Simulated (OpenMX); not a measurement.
The system is Y.

```xyz
2
Lattice="3.6474 0.0000 0.0000 -1.8237 3.1587 0.0000 0.0000 0.0000 5.7306" Properties=species:S:1:pos:R:3 pbc="T T T"
Y     1.8237    1.0529    4.2980
Y     0.0000    2.1058    1.4326
```

Base run:

- Program: OpenMX 3.8.5
- Functional: PBE
- Potentials or basis: OpenMX 2013 PBE set, Y8.0-s3p2d1, grid cutoff 400 Ry
- k mesh: 9 × 9 × 5
- Occupations: fermi-dirac, width 0.05 eV
- Spin: no spin polarisation

Its results: pressure 0.0 GPa; largest force 0.005 eV/Å.

**Question.** The run is repeated on the same cell with these changes: functional from PBE to LDA; potentials or basis from OpenMX 2013 PBE set, Y8.0-s3p2d1, grid cutoff 400 Ry to OpenMX 2013 LDA set, Y8.0-s3p2d2, grid cutoff 400 Ry. What comes out?

**Answer.** Pressure -4.0 GPa; largest force 0.004 eV/Å.

Caveats: the basis of atomic orbitals isn't converged, which shifts pressures, moduli and gaps.

Not every run made on this cell is shown here.
